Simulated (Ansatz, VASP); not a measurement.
Two plane-wave programs on MgO

```xyz
2
Lattice="2.9380 0.0000 0.0000 -1.4690 2.5444 0.0000 0.0000 0.0000 2.7199" Properties=species:S:1:pos:R:3 pbc="T T T"
Mg    0.0000    0.0000    0.0000
O     0.0000    1.6963    1.3599
```

Change from the starting cell: strain +0.000 along x and y, +0.015 along z, atoms carried along.

Alike in both runs: task single point; functional LDA; k mesh 9 × 9 × 8; occupations gaussian, width 0.05 eV; no spin polarisation.

|  | VASP | Ansatz |
| --- | --- | --- |
| version | VASP 6.6.1 | Ansatz 0.2.0 |
| potentials or method | VASP PAW LDA potentials, release 64 (Mg, O) | scalar-relativistic, plane waves, PAW |
| plane-wave cutoff (eV) | 520 | 420 |
| valence electrons in the cell | 8 | 16 |

Ansatz gave:

| Property | Result |
| --- | --- |
| gap on the k mesh at the Fermi level (eV) | 2.85 |
| least direct gap on the mesh (eV) | 3.32 |
| pressure (GPa) | -11.4 |
| largest component of the traceless stress (GPa) | 6.21 |

**Question.** Which values does VASP return?

**Answer.** gap on the k mesh at the Fermi level (eV): 2.84; least direct gap on the mesh (eV): 3.32; pressure (GPa): -12.9; largest component of the traceless stress (GPa): 6.38.

The two sets of potentials don't hold the same shells in valence.

Caveats: an odd mesh through Γ misses points on the zone boundary, where band edges often lie.
